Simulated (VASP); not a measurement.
Write the native input for VASP 6.6.1 that does the following.

```yaml
Task: relaxation of shape and atoms at fixed volume
Functional: LDA
Potentials_or_basis: VASP PAW LDA potentials, release 64 (Ba_sv, Ti_sv, O)
Cutoff: 600 eV
k_mesh: 8 × 8 × 8
Occupations: gaussian, width 0.03 eV
Spin: no spin polarisation
Further_INCAR_settings: ALGO = Fast; EDIFF = 1e-07; IBRION = 2; EDIFFG = -0.01; NSW = 40; ISIF = 4
```

The structure of BaTiO3 lies in POSCAR:

```
BaTiO3                                  
1.0
    3.9938387048      0.0000000000      0.0000000000
    0.0000000000      3.9938387048      0.0000000000
    0.0000000000     -0.0000000000      4.0416777714
  Ba              Ti              O             
     1     1     3
Direct
     0.0000000000000000    1.0000000000000000    0.0019191113268453
     0.5000000000000000    0.5000000000000000    0.4893446043486940
     0.5000000000000000    0.5000000000000000    0.0221684771398351
     0.5000000000000000    1.0000000000000000    0.5147839035923124
     0.0000000000000000    0.5000000000000000    0.5147839035923124
```

The cell isn't the ideal one: a relaxed cell with its volume scaled by 1.04.

These files were run (other wordings do the same):

INCAR

```
SYSTEM = BaTiO3
  ALGO = Fast
  EDIFF = 1E-7
  EDIFFG = -0.01
  ENCUT = 600
  IBRION = 2
  ISIF = 4
  ISMEAR = 0
  KPAR = 2
  LASPH = .TRUE.
  LCHARG = .FALSE.
  LREAL = .FALSE.
  LWAVE = .FALSE.
  NELM = 80
  NSW = 40
  PREC = Accurate
  SIGMA = 0.03
```

KPOINTS

```
k-points
0
G
  8 8 8
  0 0 0
```

Potentials or basis: VASP PAW LDA potentials, release 64 (Ba_sv, Ti_sv, O).

Command:

```bash
$ cat potpaw_LDA.64/Ba_sv/POTCAR potpaw_LDA.64/Ti_sv/POTCAR potpaw_LDA.64/O/POTCAR > POTCAR
$ mpirun -np 2 vasp_std > vasp.out
```

Results of the run:

- Energy gained by relaxing: 3.3 meV/atom
- Ionic steps: 14
- Pressure after relaxing: -5.0 GPa
- Largest force after relaxing: 0.008 eV/Å
- Band gap on the k mesh: 1.72 eV, indirect (least direct gap 2.21 eV)

Caveat: spin-orbit coupling is left out, which moves the levels of the heavy elements.

Wall time 8.6 min on 2 MPI ranks on Intel(R) Xeon(R) Platinum 8488C (Sapphire Rapids), with other jobs on the host, peak memory 0.27 GiB a rank.
